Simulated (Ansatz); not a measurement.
# Deforming ZrC

```xyz
2
Lattice="0.0000 2.3502 2.3502 2.3502 0.0000 2.3502 2.3502 2.3502 0.0000" Properties=species:S:1:pos:R:3 pbc="T T T"
Zr    2.3502    2.3502    2.3502
C     0.0000    0.0000    0.0000
```

Atoms are numbered in the order listed.

Conventional cell: a = 4.700 Å, b = 4.700 Å, c = 4.700 Å, α = 90.00°, β = 90.00°, γ = 90.00°. Around Zr (atom 1) lie 6 C at 2.35 Å. C (atom 2) is surrounded by 6 Zr at 2.35 Å.

Structure: COD 1562921, as refined from experiment and not relaxed.

Method: Ansatz 0.2.0, DFT, PBE, all-electron LAPW, scalar-relativistic.

Sampling and basis: a Γ-centred 15×15×15 k mesh, Fermi–Dirac smearing of 0.05 eV, basis error target 0.5 meV/atom, no spin polarisation.

The unchanged cell is at 1.24 GPa, so energy changes include a term −P ΔV where the volume moves.

In a metal, stresses and small energies carry noise from the k mesh.

x, y and z are the Cartesian axes of the cell as listed; fractional coordinates follow a strain, and an engineering shear is twice the off-diagonal strain component.

With x and y strained by -2 %, z held: energy change +24 meV/atom; stress change (xx, yy, zz, yz, xz, xy) 12.99, 12.99, 4.46, 0.00, 0.00, 0.00 GPa, compression positive.

With equal xy, yz and zx engineering shear strains of +1 %: energy change +2 meV/atom; stress change (xx, yy, zz, yz, xz, xy) 0.02, 0.02, 0.02, -1.57, -1.57, -1.57 GPa, compression positive.

With this change (atom 2 (C) moved by (0.0566, 0.0566, 0.0000) Å), what becomes of the energy and stress and forces?

Energy change +11 meV/atom; stress change (xx, yy, zz, yz, xz, xy) 0.79, 0.79, -0.08, 0.00, 0.00, -0.38 GPa, compression positive; change of the force on C2 (-0.378, -0.378, 0.000) eV/Å.

What force constant does this one finite step give for C2 along its displacement (all its periodic images move with it)?

k = −ΔF·u/|u|² = 6.69 eV/Å², so the force pulls the atom back.
